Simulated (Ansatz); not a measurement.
Basis-set extrapolation for `CCCS` (PBE0-D4/def2-TZVP geometry, frozen core, Ansatz). Multiplicity 1, RHF reference.

```tsv
	def2-TZVPP	def2-QZVPP
HF	-515.850246	-515.867430
MP2 correlation	-0.711764	-0.760722
CCSD(T) correlation	-0.796329	not run
```

Energies in hartree. Use E(X) = E(∞) + A·exp(−7.88·√X) for Hartree–Fock and E(X) = E(∞) + B·X^(−2.97) for correlation, with X = 3 and 4, and add CCSD(T) minus MP2 of the smaller set to the MP2 limit.

Question: What is the CCSD(T) energy at the basis-set limit?

Answer: HF limit: -515.867430 + (-0.017184) × 0.13774 = -515.86980. MP2 limit: -0.760722 + (-0.048958) × 0.74074 = -0.79699. Higher-order term: -0.796329 − (-0.711764) = -0.08457. Total: -516.75136 hartree, 65.8 kcal/mol below CCSD(T)/def2-TZVPP.
